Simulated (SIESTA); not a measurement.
The system is As.

```
CELL_PARAMETERS angstrom
1.88080 1.08588 3.51406
-1.88080 1.08588 3.51406
0.00000 -2.17176 3.51406
ATOMIC_POSITIONS crystal
As 0.22600 0.22600 0.22600
As 0.77400 0.77400 0.77400
```

Base run:

```yaml
Program: SIESTA 5.4.2
Functional: PW91
Potentials_or_basis: PseudoDojo 0.4 standard (PBE files)
Basis: DZP (energy shift 0.003 Ry; two zetas on semicore shells)
Grid_cutoff: 500 Ry
Energy_shift: 0.003 Ry
k_mesh: 9 × 9 × 9
Occupations: fermi-dirac, width 0.05 eV
Spin: no spin polarisation
```

Its results: band gap on the k mesh none (metal or under the smearing width); pressure 5.9 GPa; largest force 0.835 eV/Å.

**Question.** The run is repeated on the same cell with these changes: functional from PW91 to vdW-DF-cx. What comes out?

**Answer.** Band gap on the k mesh none (metal or under the smearing width); pressure 4.1 GPa; largest force 0.856 eV/Å.

Caveats: the potentials were made for another functional, which shifts forces and pressure; the basis of atomic orbitals isn't converged, which shifts pressures, moduli and gaps.

Not every run made on this cell is shown here.
